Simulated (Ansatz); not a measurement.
**GaAs: stiffness from a series of strains**

```yaml
crystal:
  lattice:
    - [0.00000, 2.82685, 2.82685]
    - [2.82685, 0.00000, 2.82685]
    - [2.82685, 2.82685, 0.00000]
  atoms:
    - { symbol: Ga, position: [0.00000, 0.00000, 0.00000] }
    - { symbol: As, position: [0.75000, 0.75000, 0.75000] }
```

Atom numbers follow the list: Ga1, As2.

The cell is COD entry 9008845, as deposited and not checked against the literature; nothing was relaxed.

Level of theory: DFT, LDA, all-electron LAPW, scalar-relativistic (Ansatz 0.2.0).

Sampling and basis: a Γ-centred 11×11×11 k mesh, Fermi–Dirac smearing of 0.05 eV, basis error target 0.5 meV/atom, no spin polarisation.

The strain is applied along the Cartesian axes of the cell as listed (the other components stay zero). Fractional coordinates are held (clamped ions).

σ is the change of stress from the unstrained cell, which is at -1.85 GPa; tension is positive, so slopes are stress–strain coefficients at that pressure.

Only quantities that a quadratic follows smoothly over the whole series are listed; rougher ones are left out.

```csv
εzz,σzz (GPa),σxx (GPa)
-0.0300,-3.34,-1.51
-0.0200,-2.20,-0.97
-0.0100,-1.09,-0.46
0.0000,0.00,0.00
0.0100,1.06,0.42
0.0300,3.07,1.14
```

(1) Fit the series and read off the stiffness at zero strain.

(2) One run, at εzz = 0.0200, is withheld. Predict its row.

## Answers

(1) Least-squares fits y = p0 + p1 x + p2 x² to the rows give σzz (GPa): p1 = 107, p2 = -150; σxx (GPa): p1 = 44.2, p2 = -210. So C11 = 107 GPa and C12 = 44 GPa, which gives B = (C11 + 2 C12)/3 = 65 GPa.

(2) The fits give 2.08, 0.80; the run gave 2.08, 0.80.
